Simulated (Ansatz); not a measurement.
# InSe (R3m) in Ansatz: notebook

Aim: see how the results for InSe move with the level of theory and the settings. Levels: PBEsol, PBEsol+D3(BJ). Tasks: relaxation of cell and atoms.

All numbers are computed with Ansatz 0.2.0; they aren't measurements. Logs are shortened: lines on timing, memory, paths and dates and some standing lists are left out, and cuts for length are marked.

### Step 1. Starting point

It takes space group R3m (No. 160, trigonal). Conventional cell: a = 4.000 Å, b = 4.000 Å, c = 25.320 Å, α = 90.00°, β = 90.00°, γ = 120.00°. In (site symmetry 3m) is surrounded by 3 Se at 2.63 Å and 1 In at 2.82 Å. In (site symmetry 3m) is surrounded by 3 Se at 2.64 Å and 1 In at 2.82 Å. Se (site symmetry 3m) is surrounded by 3 In at 2.63 Å. Se (site symmetry 3m) has 3 In at 2.64 Å as nearest neighbours.

### Step 2. Relaxation of cell and atoms, PBEsol

The input, input.yaml:

```yaml
crystal:
  lattice:
    - [2.0, 1.1547005384, 8.44]
    - [-2.0, 1.1547005384, 8.44]
    - [0.0, -2.3094010768, 8.44]
  atoms:
    - { symbol: In, position: [0.8886, 0.8886, 0.8886] }
    - { symbol: In, position: [0.0, 0.0, 0.0] }
    - { symbol: Se, position: [0.1719, 0.1719, 0.1719] }
    - { symbol: Se, position: [0.3835, 0.3835, 0.3835] }
hamiltonian:
  xc: pbesol
  pseudopotentials: { kind: paw }
kpoints:
  mp_grid: { grid: [8, 8, 8] }
scf:
  occupations: { method: fermi_dirac, width: 0.05 }
output:
  forces: true
  stress: true
  eigenvalues: true
relax:
  f_tol: 0.01
  max_steps: 40
  cell: { stress_tol: 0.05 }
```

Potentials or basis: Ansatz PAW.

Started as:

```sh
ansatz run input.yaml --threads 2 --pin off --max-ram 5632MiB --backend cpu --events-out ev --progress --plain --runs-dir out
```

The program printed:

```text
Warning: RAYON_NUM_THREADS=2 ignored (pool sized by the plan → 2); use --threads N
basis.fft_grid_basis auto: the FFT boxes are laid along the combinations [[1, 0, -1], [0, 1, -1], [0, 0, 1]] of the cell's own vectors, 4.000, 4.000 and 8.750 Å long. The dense box has 27×27×60 points. Along the cell's own vectors, as sized, it would have 60×60×60, 4.94 times as many. Of the 6 symmetry operations that the crystal satisfies within crystal.symmetry.tolerance (time reversal apart; of a slab, those that keep its plane) the dense box along the cell's own vectors carries 6, and the one as laid loses 4 of those. basis.fft_grid_basis: typed keeps the cell's own vectors: state it where this run's energies or levels are differenced outside the engine with another run's, or held beside a run that keeps those vectors.
Engine: ansatz 0.2.0, aarch64-unknown-linux-gnu
Pseudopotentials: kind: paw
Pseudopotential: In, paw, valence charge 13, recommended cutoff 420 eV (normal), In.paw.azcp
Pseudopotential: Se, paw, valence charge 16, recommended cutoff 420 eV (normal), Se.paw.azcp
Functional definition: PBEsol
  exchange = pbesol_x
  correlation = pbesol_c
Crystal: 4 atoms, lattice volume = 116.948 Å³
Basis set: ecut = 420 eV, 2309 PW (Γ), FFT grids on a1−a3, a2−a3, a3, exchange–correlation on 54×54×120 points (8 copies of the dense FFT grid, shifted against one another)
Bands: 35, of which v1, the nominal top of the filled ones, is band 29 counted from 1 (28 counted from 0)
Symmetry: 6 space group operations
Space group: R3m (ITA 160), of the structure as read, at distance tolerance 4.9e-5 Å
k-points: 65 of 512 (time reversal used)
Non-local potential: In, projectors of the file, l = 0: 2, l = 1: 2, l = 2: 2, l = 3: 2
Non-local potential: Se, projectors of the file, l = 0: 2, l = 1: 2, l = 2: 3, l = 3: 1
PAW form: soft (Blöchl's): semilocal exchange-correlation on the pseudo side does not see the compensation charge
PAW frozen core: In, regenerated for the run's functional, and the local potential with it (the file was generated under x = pbe(κ = 0.804, μ = 0.2195149727645171), c = pbe(β = 0.06672455060314922))
PAW frozen core: Se, regenerated for the run's functional, and the local potential with it (the file was generated under x = pbe(κ = 0.804, μ = 0.2195149727645171), c = pbe(β = 0.06672455060314922))
PAW one-centre angular grid: In, 590 points (default); XC on 64 Gauss nodes
PAW one-centre angular grid: Se, 590 points (default); XC on 64 Gauss nodes
Initial density: superposition of atomic densities (neutral atoms: chi_scale 0, normalization atom), corrected by the library's trained network
Initial wavefunctions: pseudopotential atomic-orbital guess
Functional: x = pbesol(κ = 0.804, μ = 0.12345679012345678), c = pbesol(β = 0.046)
SCF iter   1: F=—  HF=-21901.165692 eV  |F-HF|=—  |Δ(HF+E_count)|=         —  Δρ=4.23e-3  dr2=4.74e-2  ethr=1.77e-3  ⟨swp⟩=6.6  Hψ=9587  notcnv=0
preconditioner: auto → Resta (q_TF=auto, 2.427 Å⁻¹)  ε∞=3.3  [insulator: Δε(μ)=0.330 eV  Ē_g=13.869 eV  σ=0.050 eV  W_gap=0.93  n_scr=30 (ndim 8)  ℏωp=21.2 eV  f_vac=0.086  D(μ)=0.01/eV (n_scr^D=0)  ε∞_Penn≈3.3]
SCF iter   2: F=—  HF=-21901.153917 eV  |F-HF|=—  |Δ(HF+E_count)|=   1.18e-2  Δρ=1.53e-3  dr2=2.87e-3  ethr=8.17e-5  ⟨swp⟩=2.1  Hψ=3188  notcnv=0  defer=70
SCF iter   3: F=—  HF=-21901.153527 eV  |F-HF|=—  |Δ(HF+E_count)|=   3.89e-4  Δρ=6.54e-4  dr2=6.10e-4  ethr=4.95e-6  ⟨swp⟩=2.0  Hψ=3233  notcnv=0  defer=70
SCF iter   4: F=—  HF=-21901.153598 eV  |F-HF|=—  |Δ(HF+E_count)|=   7.11e-5  Δρ=1.93e-4  dr2=5.52e-5  ethr=1.05e-6  ⟨swp⟩=2.0  Hψ=2651  notcnv=0  defer=70
SCF iter   5: F=—  HF=-21901.153631 eV  |F-HF|=—  |Δ(HF+E_count)|=   3.22e-5  Δρ=4.10e-5  dr2=2.27e-6  ethr=9.52e-8  ⟨swp⟩=2.0  Hψ=2787  notcnv=0  defer=70
SCF iter   6: F=—  HF=-21901.153634 eV  |F-HF|=—  |Δ(HF+E_count)|=   3.02e-6  Δρ=8.93e-6  dr2=1.24e-7  ethr=3.91e-9  ⟨swp⟩=2.0  Hψ=3263  notcnv=0  defer=70
SCF iter   7: F=-21901.153634 eV  HF=-21901.153634 eV  |F-HF|=5.72e-9  |Δ(HF+E_count)|=   1.60e-7  Δρ=3.04e-6  dr2=1.29e-8  ethr=1.72e-10  ⟨swp⟩=8.8  Hψ=9502  notcnv=0
SCF 1 converged in 7 iterations: F = -21901.153634 eV  dr2 = 1.29e-8
relax step   1: F+E_penalty+E_count = -21901.15363385 eV  Δ(F+E_penalty+E_count) = +0.000e0 eV  max|allowed force component| = 3.001e-1 eV/Å  Δτ_max = 0.0000 Å  P = +0.167 GPa  Ω = 116.948 Å³  (7 SCF iters, dr2 threshold 1.00e-7 eV, accepted)
Crystal: 4 atoms, lattice volume = 117.584 Å³
Initial density: handed on by an earlier stage of this run
Initial wavefunctions: those handed on with the density
iter 1 solved again at ethr=8.44e-5 eV; its pass at ethr=3.10e-3 eV (dr2=4.90e-2 eV) is discarded
SCF iter   1: F=—  HF=-21901.124718 eV  |F-HF|=—  |Δ(HF+E_count)|=         —  Δρ=7.70e-3  dr2=5.08e-2  ethr=8.44e-5  ⟨swp⟩=1.3  Hψ=10230  notcnv=0
preconditioner: auto → Resta (q_TF=auto, 2.425 Å⁻¹)  ε∞=3.3  [insulator: Δε(μ)=0.593 eV  Ē_g=13.933 eV  σ=0.050 eV  W_gap=0.99  n_scr=30 (ndim 8)  ℏωp=21.1 eV  f_vac=0.089  D(μ)=0.00/eV (n_scr^D=0)  ε∞_Penn≈3.3]
SCF iter   2: F=—  HF=-21901.107865 eV  |F-HF|=—  |Δ(HF+E_count)|=   1.69e-2  Δρ=2.96e-3  dr2=5.93e-3  ethr=8.44e-5  ⟨swp⟩=2.1  Hψ=3907  notcnv=0
SCF iter   3: F=—  HF=-21901.106521 eV  |F-HF|=—  |Δ(HF+E_count)|=   1.34e-3  Δρ=6.93e-4  dr2=4.15e-4  ethr=1.02e-5  ⟨swp⟩=2.0  Hψ=4004  notcnv=0
SCF iter   4: F=—  HF=-21901.106649 eV  |F-HF|=—  |Δ(HF+E_count)|=   1.28e-4  Δρ=2.45e-4  dr2=9.07e-5  ethr=7.16e-7  ⟨swp⟩=2.0  Hψ=4160  notcnv=0
[... 30 lines left out ...]
relax step   4: F+E_penalty+E_count = -21901.15969579 eV  Δ(F+E_penalty+E_count) = -1.344e-4 eV  max|allowed force component| = 1.287e-2 eV/Å  Δτ_max = 0.0115 Å  P = -0.010 GPa  Ω = 117.560 Å³  energy of the carried Pulay correction = -1.067e-4 eV  (6 SCF iters, dr2 threshold 1.14e-7 eV, accepted)
Crystal: 4 atoms, lattice volume = 117.330 Å³
iter 1 solved again at ethr=5.13e-7 eV; its pass at ethr=3.10e-3 eV (dr2=2.98e-4 eV) is discarded
SCF iter   1: F=—  HF=-21901.159891 eV  |F-HF|=—  |Δ(HF+E_count)|=         —  Δρ=3.74e-4  dr2=2.96e-4  ethr=5.13e-7  ⟨swp⟩=2.9  Hψ=10008  notcnv=0
preconditioner: auto → Resta (q_TF=auto, 2.426 Å⁻¹)  ε∞=3.3  [insulator: Δε(μ)=0.362 eV  Ē_g=13.895 eV  σ=0.050 eV  W_gap=0.95  n_scr=30 (ndim 8)  ℏωp=21.1 eV  f_vac=0.077  D(μ)=0.01/eV (n_scr^D=0)  ε∞_Penn≈3.3]
SCF iter   2: F=—  HF=-21901.159820 eV  |F-HF|=—  |Δ(HF+E_count)|=   7.14e-5  Δρ=1.52e-4  dr2=2.17e-5  ethr=5.10e-7  ⟨swp⟩=2.0  Hψ=2608  notcnv=0
SCF iter   3: F=—  HF=-21901.159810 eV  |F-HF|=—  |Δ(HF+E_count)|=   9.85e-6  Δρ=5.27e-5  dr2=2.85e-6  ethr=3.73e-8  ⟨swp⟩=3.0  Hψ=4141  notcnv=0
SCF iter   4: F=—  HF=-21901.159809 eV  |F-HF|=—  |Δ(HF+E_count)|=   7.55e-7  Δρ=1.62e-5  dr2=3.47e-7  ethr=4.92e-9  ⟨swp⟩=2.0  Hψ=4160  notcnv=0
SCF iter   5: F=—  HF=-21901.159809 eV  |F-HF|=—  |Δ(HF+E_count)|=   1.26e-7  Δρ=4.25e-6  dr2=2.97e-8  ethr=5.99e-10  ⟨swp⟩=2.0  Hψ=4160  notcnv=0
SCF iter   6: F=-21901.159809 eV  HF=-21901.159809 eV  |F-HF|=4.77e-9  |Δ(HF+E_count)|=   5.75e-9  Δρ=1.45e-6  dr2=4.92e-9  ethr=1.79e-11  ⟨swp⟩=4.0  Hψ=8192  notcnv=0
SCF 5 converged in 6 iterations: F = -21901.159809 eV  dr2 = 4.92e-9
relax step   5: F+E_penalty+E_count = -21901.15980937 eV  Δ(F+E_penalty+E_count) = -1.136e-4 eV  max|allowed force component| = 8.901e-4 eV/Å  Δτ_max = 0.0052 Å  P = -0.005 GPa  Ω = 117.330 Å³  energy of the carried Pulay correction = -6.670e-5 eV  (6 SCF iters, dr2 threshold 1.04e-8 eV, accepted)
Initial wavefunctions: pseudopotential atomic-orbital guess (no wavefunctions were taken with the density)
iter 1 solved again at ethr=2.47e-7 eV; its pass at ethr=3.10e-3 eV (dr2=1.43e-4 eV) is discarded
SCF iter   1: F=—  HF=-21901.159715 eV  |F-HF|=—  |Δ(HF+E_count)|=         —  Δρ=1.02e-4  dr2=2.72e-7  ethr=2.47e-7  ⟨swp⟩=2.9  Hψ=14039  notcnv=0
preconditioner: auto → Resta (q_TF=auto, 2.426 Å⁻¹)  ε∞=3.3  [insulator: Δε(μ)=0.367 eV  Ē_g=13.893 eV  σ=0.050 eV  W_gap=0.95  n_scr=30 (ndim 8)  ℏωp=21.1 eV  f_vac=0.077  D(μ)=0.00/eV (n_scr^D=0)  ε∞_Penn≈3.3]
SCF iter   2: F=—  HF=-21901.159832 eV  |F-HF|=—  |Δ(HF+E_count)|=   1.17e-4  Δρ=5.14e-5  dr2=6.68e-8  ethr=4.69e-10  ⟨swp⟩=2.2  Hψ=3869  notcnv=0
SCF iter   3: F=—  HF=-21901.159872 eV  |F-HF|=—  |Δ(HF+E_count)|=   4.01e-5  Δρ=1.46e-6  dr2=5.07e-10  ethr=1.15e-10  ⟨swp⟩=2.0  Hψ=2827  notcnv=0
SCF iter   4: F=—  HF=-21901.159872 eV  |F-HF|=—  |Δ(HF+E_count)|=   2.59e-8  Δρ=2.03e-7  dr2=5.98e-11  ethr=1.00e-12  ⟨swp⟩=6.4  Hψ=10611  notcnv=0
SCF iter   5: F=-21901.159872 eV  HF=-21901.159872 eV  |F-HF|=4.00e-11  |Δ(HF+E_count)|=  5.46e-11  Δρ=9.33e-8  dr2=1.87e-11  ethr=1.00e-12  ⟨swp⟩=4.0  Hψ=7908  notcnv=0
SCF 6 converged in 5 iterations: F = -21901.159872 eV  dr2 = 1.87e-11
relax step   6: F+E_penalty+E_count = -21901.15987215 eV  Δ(F+E_penalty+E_count) = -6.278e-5 eV  max|allowed force component| = 9.211e-4 eV/Å  Δτ_max = 0.0000 Å  P = -0.005 GPa  Ω = 117.330 Å³  stress off target by 5.35e-3 GPa  SCF on the basis re-selected at this cell (its energy is not comparable with the rows above)  (5 SCF iters)
basis re-selected at this cell: Δ(F+E_penalty+E_count) = -6.278e-5 eV, ΔP = -0.000 GPa vs the last step (what re-selecting the basis moved, of the pressure what is left beyond the Pulay correction that the steps carried, after the strain that the cell walked since its last selection, with what the two solves' SCF thresholds leave and, on support functions, any second-order correction that the steps lacked; it is no measure of the basis error at this ecutwfc). This SCF's stress stands 5.35e-3 GPa from its target on what of the cell is left free (relax.cell.stress_tol is 5.00e-2 GPa) and its largest allowed force component is 9.21e-4 eV/Å (relax.f_tol is 1.00e-2 eV/Å): within both
SCF converged after 5 iterations
Free energy (F): -21901.159872 eV
Harris-Foulkes:  -21901.159872 eV  (|F-HF|=4.00e-11)
Internal energy: -21901.159808 eV  (E = F + TS)
E sigma→0 (E₀):  -21901.159840 eV
Entropy (-TS):   -0.000064 eV (-0.016 meV/atom)
Fermi energy:    7.280203 eV
--- Per-component energies (eV) ---
  E_band       = -923.296309
  E_kinetic    = 723.096500
  E_local      = -7926.115913  (includes V_loc(G=0)·N_el)
  E_nonlocal   = -448.441463
  E_hartree    = 3646.836343
  E_xc         = -632.898456
  E_vxc        = -394.992091  (∫ρ·V_xc dr)
  E_paw        = -11904.096410  (= ΣΔE_a)
  E_vpaw       = -170.514845  (= ΣTr[D̂ρ^β])
  E_aug_tail   = -0.001159  (compensation charges beyond the density's cutoff)
  E_ewald      = -5362.027956
  E_core_change = 2.488706  (= ΣΔE_core)
  E_smearing   = -0.000064  (= −TS)
  E_closure    = 0.000000  (closes the sum)
  Σ components = -21901.159872   (vs F -21901.159872, Δ=0.00e0)
--- Forces (eV/Å), atoms counted from 1 ---
  atom   1  In    -0.00000000    -0.00000000    -0.00092097
  atom   2  In     0.00000000    -0.00000000     0.00066918
  atom   3  Se     0.00000000     0.00000000     0.00087163
  atom   4  Se     0.00000000     0.00000000    -0.00061921
  max |Σ_I F_I| component: 6.24e-7 eV/Å
--- Stress (GPa, compression-positive) ---
       -0.005353      -0.000000       0.000000
       -0.000000      -0.005353      -0.000000
        0.000000      -0.000000      -0.004430
  P = ⅓ Tr σ = -0.0050 GPa (-0.050 kbar)
--- Band table (eV; the first three rows and the last of 65) ---
  k-point 0: bands = ["-40.4138", "-40.4138", "-40.4127", "-40.4127", "-40.3858", "-40.3858", "-40.3856", "-40.3856", "-40.3755", "-40.3751", "-7.6636", "-7.4642", "-7.4642", "-7.3743", "-7.3743", "-7.3648", "-7.3648", "-7.1813", "-7.1813", "-7.1709", "-6.4398", "-6.0340", "0.7195", "3.6612", "5.5550", "5.8136", "5.8136", "5.8967", "5.8967", "8.7277", "9.1011", "11.4007", "11.4007", "12.3269", "12.5590"]
  k-point 1: bands = ["-40.4138", "-40.4137", "-40.4127", "-40.4127", "-40.3858", "-40.3858", "-40.3856", "-40.3856", "-40.3755", "-40.3751", "-7.6649", "-7.5247", "-7.4621", "-7.4413", "-7.3694", "-7.3631", "-7.3565", "-7.2167", "-7.1826", "-7.1126", "-6.2636", "-5.8883", "0.8312", "3.3876", "4.7979", "5.4247", "5.6165", "5.7313", "5.9737", "9.0866", "9.7839", "10.6896", "11.5496", "11.9061", "12.6380"]
  k-point 2: bands = ["-40.4138", "-40.4136", "-40.4127", "-40.4126", "-40.3858", "-40.3858", "-40.3857", "-40.3856", "-40.3754", "-40.3751", "-7.7008", "-7.5955", "-7.5612", "-7.4602", "-7.3801", "-7.3362", "-7.3328", "-7.2346", "-7.1856", "-7.0603", "-5.8476", "-5.5348", "1.0302", "2.6167", "3.6202", "5.0719", "5.2257", "5.3500", "6.0704", "9.0266", "9.2494", "11.0967", "11.2725", "11.7572", "13.4443"]
  k-point 64: bands = ["-40.4138", "-40.4138", "-40.4127", "-40.4127", "-40.3858", "-40.3858", "-40.3856", "-40.3856", "-40.3755", "-40.3751", "-7.6635", "-7.4644", "-7.4644", "-7.3742", "-7.3742", "-7.3648", "-7.3648", "-7.1812", "-7.1812", "-7.1807", "-6.2853", "-6.1954", "1.0509", "2.7832", "5.7393", "5.7393", "5.9778", "5.9778", "7.0848", "7.4515", "9.1677", "11.3204", "11.3204", "12.6821", "12.6821"]
--- Relaxed structure (5 steps of the walk, 4 accepted, 1 SCFs on fresh bases) ---
  F+E_penalty+E_count = -21901.15987215 eV   max|allowed force component| = 9.211e-4 eV/Å   (the final SCF, on the basis selected at the relaxed cell)
  cell:  # Å, volume = 117.3301 Å³
    - [2.004690707401107, 1.1574087195599714, 8.427987705140204]
    - [-2.004690707401107, 1.1574087195599714, 8.427987705140204]
    - [2.5081744484122884e-35, -2.314817439119941, 8.427987705140204]
  atoms:
    - { symbol: In, position: [0.8894208122721098, 0.8894208122721098, 0.8894208122721096] }
    - { symbol: In, position: [-0.0007606264101486113, -0.0007606264101486113, -0.0007606264101486122] }
    - { symbol: Se, position: [0.1722638457467834, 0.1722638457467834, 0.17226384574678344] }
    - { symbol: Se, position: [0.3830759683912555, 0.3830759683912555, 0.3830759683912555] }
```

Wall time 88 s (2 threads of Arm Neoverse V1, shared host); peak memory 0.5 GiB.

Results:

* Free energy: -21901.1599 eV
* Relaxed volume: 29.33 Å³/atom
* Relaxed cell: a = 8.740 Å, b = 8.740 Å, c = 8.740 Å, α = 26.52°, β = 26.52°, γ = 26.52°
* Space group after relaxing (to 0.05 Å): R3m (No. 160)
* Energy gained by relaxing: 1.6 meV/atom
* Ionic steps: 5
* Pressure after relaxing: 0.0 GPa
* Band gap on the k mesh: 0.37 eV, direct

Step by step:
| step | energy change (eV) | largest force (eV/Å) | volume (Å³) |
| --- | --- | --- | --- |
| 1 | 0.0000 | 0.3001 | 116.95 |
| 2 | -0.0059 | 0.0337 | 117.27 |
| 3 | -0.0061 | 0.0129 | 117.56 |
| 4 | -0.0062 | 0.0009 | 117.33 |
| 5 | -0.0062 | 0.0009 | 117.33 |

Final structure:
```
In Se
1.0
     2.00469    1.15741    8.42799
    -2.00469    1.15741    8.42799
     0.00000   -2.31482    8.42799
In Se
2 2
Cartesian
  0.0000 0.0000 22.4881
  0.0000 0.0000 -0.0192
  0.0000 0.0000 4.3555
  0.0000 0.0000 9.6857
```

Caveat: the plane-wave basis is chosen anew once the cell has moved, so the energies of steps on either side of that aren't comparable; spin-orbit coupling is left out, which moves the levels of the heavy elements; the PAW data sets come from PBE, with cores solved anew for the run's functional, which leaves a small shift of forces and pressure. As with any semilocal functional, this PBEsol gap is likely too small.

### Step 3. Relaxation of cell and atoms, PBEsol+D3(BJ)

input.yaml, as its differences from that of step 2:

```diff
@@ -13,2 +13,3 @@
   pseudopotentials: { kind: paw }
+  dispersion: d3bj
 kpoints:
```

Potentials or basis: Ansatz PAW.

Started as:

```sh
ansatz run input.yaml --threads 2 --pin off --max-ram 5632MiB --backend cpu --events-out ev --progress --plain --runs-dir out
```

Run time: 2 min. Hardware: 2 threads of Arm Neoverse V1, shared host; peak memory 0.51 GiB.

Results (log left out):

```
Free energy                            : -21902.3591 eV
Relaxed volume                         : 27.38 Å³/atom
Relaxed cell                           : a = 8.379 Å, b = 8.379 Å, c = 8.379 Å, α = 27.35°, β = 27.35°, γ = 27.35°
Space group after relaxing (to 0.05 Å) : R3m (No. 160)
Energy gained by relaxing              : 12.2 meV/atom
Ionic steps                            : 6
Pressure after relaxing                : 0.0 GPa
Band gap on the k mesh                 : 0.34 eV, direct
```

The path:
```
step  energy change (eV)  largest force (eV/Å)  volume (Å³)
   1              0.0000                0.2895       116.95
   2             -0.0417                0.0816       111.79
   3             -0.0486                0.0728       108.60
   4             -0.0500                0.0208       109.32
   5             -0.0500                0.0007       109.54
   6             -0.0487                0.0006       109.54
```

Final structure:
```
CELL_PARAMETERS angstrom
1.98061 1.14350 8.06061
-1.98061 1.14350 8.06061
0.00000 -2.28701 8.06061
ATOMIC_POSITIONS crystal
In 0.88747 0.88747 0.88747
In 0.00115 0.00115 0.00115
Se 0.16759 0.16759 0.16759
Se 0.38779 0.38779 0.38779
```

Levels at points of the mesh, in eV from the valence-band top:
```tsv
k point	band 27	band 28	band 29	band 30	band 31	band 32
(0.00, 0.00, 0.00)	-1.47	-1.23	-1.23	1.94	2.08	4.31
(0.00, 0.00, -0.50)	-2.58	-2.26	-1.77	0.91	2.02	3.60
(0.00, -0.50, -0.50)	-2.75	-2.04	-1.62	0.93	1.99	3.12
(-0.50, -0.50, -0.50)	-1.14	-1.14	0.00	0.34	2.17	4.17
```

Caveat: the plane-wave basis is chosen anew once the cell has moved, so the energies of steps on either side of that aren't comparable; spin-orbit coupling is left out, which moves the levels of the heavy elements; the PAW data sets come from PBE, with cores solved anew for the run's functional, which leaves a small shift of forces and pressure.
